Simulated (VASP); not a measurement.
Crystal: Zn.

```
CELL_PARAMETERS angstrom
0.00000 1.96478 1.96478
1.96478 0.00000 1.96478
1.96478 1.96478 0.00000
ATOMIC_POSITIONS crystal
Zn 0.00000 0.00000 0.00000
```

This isn't the form of Zn at room conditions, which is hcp.

Base run:

| Property | Result |
| --- | --- |
| Program | VASP 6.6.1 |
| Functional | PBE |
| Potentials or basis | VASP PAW PBE potentials, release 64 (Zn) |
| Cutoff | 520 eV |
| k mesh | 12 × 12 × 12 |
| Occupations | gaussian, width 0.1 eV |
| Spin | no spin polarisation |

Its results: band gap on the k mesh none (metal or under the smearing width); pressure 0.2 GPa.

Task: The run is repeated on the same cell with these changes: functional from PBE to PBEsol; occupations from gaussian, width 0.1 eV to methfessel-paxton, width 0.1 eV. What comes out?

Result: Band gap on the k mesh none (metal or under the smearing width); pressure -4.9 GPa.

Caveats: the PAW data sets were made with another functional, which shifts forces and pressure a little (some runs).
